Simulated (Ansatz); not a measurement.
# Ga: a trial structure relaxed

Aim: relax a trial structure of Ga and see where it ends.

Program: Ansatz 0.2.0. Level of theory: DFT PBE, scalar-relativistic, plane waves, PAW. These are calculated values, not measurements.

## (1) The structure to begin with

It takes space group P6/mmm (No. 191, hexagonal). The conventional cell has a = 4.281 Å, b = 4.281 Å, c = 2.576 Å, α = 90.00°, β = 90.00°, γ = 120.00°. Ga (site symmetry -6m2) is surrounded by 5 Ga at 2.47 to 2.58 Å.

As a file:

```xyz
2
Lattice="4.2805 0.0000 0.0000 -2.1403 3.7070 0.0000 0.0000 0.0000 2.5760" Properties=species:S:1:pos:R:3 pbc="T T T"
Ga    0.0000    2.4714    1.2880
Ga    2.1403    1.2357    1.2880
```

The cell is invented: 5-connected net of one element (P6/mmm, No. 191). Its size is a rough estimate.

## (2) A first look at the guess

input.yaml

```yaml
crystal:
  lattice:
    - [4.28052497, 0.0, 0.0]
    - [-2.14026248, 3.70704336, 0.0]
    - [0.0, 0.0, 2.57595664]
  atoms:
    - { symbol: Ga, position: [0.33333333, 0.66666667, 0.5] }
    - { symbol: Ga, position: [0.66666667, 0.33333333, 0.5] }
basis:
  ecutwfc: 420
kpoints:
  mp_grid: { grid: [6, 6, 6] }
hamiltonian:
  xc: pbe
scf:
  occupations: { method: gaussian, width: 0.1 }
  lower_state_search: "off"
output:
  forces: true
  stress: true
  eigenvalues: true
```

Started as:

```bash
> ansatz run input.yaml --threads 1 --pin off --max-ram 2560MiB --backend cpu --events-out ev --progress --plain --runs-dir out
```

Further runs follow: coarse relaxation; final relaxation.

What does the calculation give? Wanted: conventional cell; volume; energy over the standard state; gap on the mesh.

**Answer**, as computed:

| quantity | value |
| --- | --- |
| symmetry at the end (tolerance 0.05 Å) | space group P6/mmm (No. 191) |
| conventional cell | a = 4.449 Å, b = 4.449 Å, c = 2.765 Å, α = 90.00°, β = 90.00°, γ = 120.00° |
| volume | 23.71 Å³/atom |
| energy over the standard state | +0.13 eV/atom |
| gap on the mesh | none (metal) |

What this shows: The space group P6/mmm (No. 191) is kept, and the volume per atom grows by 16.0 % from the first guess. It lies above the element's standard state, so it is metastable at best. No finished test with a distortion of lower symmetry is shown, so the end may be a saddle point.
